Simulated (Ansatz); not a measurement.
Consider KCl in the rock salt structure (space group Fm-3m, No. 225; a = 6.381 Å). Axes: x, y, z lie along the cube axes.

Computed with PBE in Ansatz (plane waves to 420 eV, PAW, no spin-orbit coupling).

Now apply this change: every lattice vector is stretched by 2.00 %, atoms relaxed at fixed cell.

Task: Predict the stress tensor and what it implies for the stiffness.

Result: Stress of the strained cell less that of the base (GPa, compression positive):
```
  -0.84    0.00    0.00
   0.00   -0.84    0.00
   0.00    0.00   -0.84
```

Then B = −ΔP/(ΔV/V₀) with ΔV/V₀ = 0.0612 gives secant stiffness values (nonlinear terms included at this strain): B ≈ 14 GPa.

As a check, the harmonic strain energy −½ V₀ Δσ:ε is 5.1 meV/atom; the computed energy rise is 5.5 meV/atom.

Whether these cells are dynamically stable was not tested.

Ansatz is a first-principles code.
